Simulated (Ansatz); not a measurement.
`C=CC(F)(F)F` + H₂ → `FC(F)F` + `C=C` at 500 K and 1 bar (hydrogenolysis of a C–C bond).

Gas-phase electronic energies from Ansatz, PBE0-D4/def2-TZVP geometries. CBS: MP2 limit from def2 TZ/QZ plus the TZ coupled-cluster correction, frozen cores. This one scheme is used for every species.

| species | CCSD(T)/CBS energy (Eh) | H − E (kJ/mol) | S (J/(mol·K)) |
| --- | --- | --- | --- |
| `C=CC(F)(F)F` | -415.32046 | 190.2 | 372.0 |
| H₂ | -1.17544 | 41.0 | 145.5 |
| `FC(F)F` | -338.02896 | 90.5 | 290.1 |
| `C=C` | -78.48111 | 155.1 | 245.3 |

H − E and S are ideal-gas, rigid-rotor, harmonic terms from PBE0-D4/def2-TZVP. For small species the MP2-based limit differs from directly extrapolated CCSD(T) by up to some mEh (0.8 for H₂); such offsets cancel only in part. 1 Eh = 2625.50 kJ/mol, R = 8.31446 J/(mol·K).

**Question.** By hand: ΔE, ΔH, ΔS and ΔG.

**Answer.** ΔE = (-338.02896) + (-78.48111) − (-415.32046) − (-1.17544) = -0.01417 Eh = -37.2 kJ/mol. Δ(H − E) = 90.5 + 155.1 − 190.2 − 41.0 = 14.4, so ΔH = -22.8 kJ/mol. ΔS = 290.1 + 245.3 − 372.0 − 145.5 = 17.9 J/(mol·K). ΔG = -22.8 − 500 × (17.9)/1000 = -31.8 kJ/mol.

**Question.** By hand: the equilibrium constant, and the temperature at which ΔG would vanish if ΔH and ΔS stayed fixed.

**Answer.** log₁₀ K = −ΔG/(RT ln 10) = 3.3. ΔH and −TΔS have one sign here, so there is no such temperature.

TΔS isn't small against ΔH here. A doubt of 5 kJ/mol in ΔE shifts log₁₀ K by 0.5 here. These are equilibria of isolated gas molecules and say nothing of rates. Largest T1 diagnostic: 0.012 (customary marks: 0.02 for closed shells, 0.045 for open ones).
